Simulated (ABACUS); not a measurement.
Crystal: Ru.

```xyz
2
Lattice="2.7058 0.0000 0.0000 -1.3529 2.3433 0.0000 0.0000 0.0000 4.2819" Properties=species:S:1:pos:R:3 pbc="T T T"
Ru    1.3529    0.7811    3.2114
Ru    0.0000    1.5622    1.0705
```

Base run:

```yaml
Program: ABACUS 3.10.1
Functional: PBE
Potentials_or_basis: PseudoDojo NC SR 0.4.1 PBE standard
Cutoff: 1143 eV
Density_cutoff: 4572 eV
Basis: plane waves
k_mesh: 11 × 11 × 6
Occupations: fermi-dirac, width 0.05 eV
Spin: no spin polarisation
```

Its results: band gap on the k mesh none (metal or under the smearing width); pressure 5.1 GPa.

**Question.** The run is repeated on the same cell with these changes: cutoff from 1143 eV to 1361 eV; density cutoff from 4572 eV to 5442 eV; basis from plane waves to DZP LCAO (the cutoffs set its grid). What comes out?

**Answer.** Band gap on the k mesh none (metal or under the smearing width); pressure 6.4 GPa.

Caveats: the atomic orbitals were generated for these runs and aren't a published set (some runs); the basis of atomic orbitals isn't converged, which shifts pressures, moduli and gaps (some runs).

Not every run made on this cell is shown here.
